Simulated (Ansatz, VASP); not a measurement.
**One calculation of BAs, two programs**

```xyz
2
Lattice="0.0000 2.3725 2.3725 2.3725 0.0000 2.3725 2.3725 2.3725 0.0000" Properties=species:S:1:pos:R:3 pbc="T T T"
B     0.0000    0.0000    0.0000
As    3.5587    3.5587    3.5587
```

Change from the starting cell: volume scaled by 0.98, crystal datasets.

Alike in both runs: task electric field gradients; functional PBE; k mesh 15 × 15 × 15; occupations fermi-dirac, width 0.03 eV; no spin polarisation.

```csv
,VASP,Ansatz
version,VASP 6.6.1,Ansatz 0.2.0
potentials or method,"VASP PAW PBE potentials, release 64 (B, As), cutoff 520 eV","all-electron PAW with datasets made for the crystal, scalar-relativistic"
```

|  | VASP | Ansatz | Ansatz less VASP |
| --- | --- | --- | --- |
| gap on the k mesh at the Fermi level (eV) | 1.15 | 1.17 | +0.012 |
| pressure (GPa) | 6.5 | 5.7 | -0.77 |
| Vzz of the field gradient on the site that differs most (V/Å²) | 0.0 | 0.0 | 0.00 |

Ansatz ran all-electron here, so the differences hold the error of VASP's frozen core and of both bases.

Caveats: an odd mesh through Γ misses points on the zone boundary, where band edges often lie.
